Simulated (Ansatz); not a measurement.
Results of PBEsol in Ansatz (PAW) for zinc-blende ZnTe.

Settings: plane-wave cutoff 520 eV, 10×10×10 k mesh, Fermi–Dirac smearing 0.01 eV, scalar-relativistic PAW data made under PBE.

Computed at the level's own relaxed cell.

Q: Give the computed equilibrium volume per atom, equilibrium lattice constant a and band gap.

A: 
* **equilibrium volume per atom**: 27.90 Å³/atom
* **equilibrium lattice constant a**: 6.066 Å
* **band gap**: 1.24 eV

Measured, for comparison: band gap 2.43 eV (zero-point renormalisation of 40 meV (experimental, the table's column) added back here, direct; inputs from Miglio et al. (2020), arXiv:2011.12765); equilibrium volume per atom 28.42 Å³/atom (room temperature, no zero-point or thermal correction; as tabulated in Albrecht et al. (1997), arXiv:cond-mat/9706128); lattice constant a 6.104 Å (room temperature, no zero-point or thermal correction, our sources range from 6.089 to 6.104; as tabulated in Albrecht et al. (1997), arXiv:cond-mat/9706128). Computed (rounded) less measured: equilibrium volume per atom -1.8 %, lattice constant a -0.6 % (-0.4 % to -0.6 % over the range). A static lattice is as a rule a little smaller and stiffer than an uncorrected measurement, which narrows the difference in the equilibrium volume per atom, lattice constant a and would widen misses of the other sign.

Spin–orbit coupling is not included; with these elements it can move the gap by several tenths of an eV or more.

Computed values are for the static lattice.

Ansatz is an electronic-structure program.
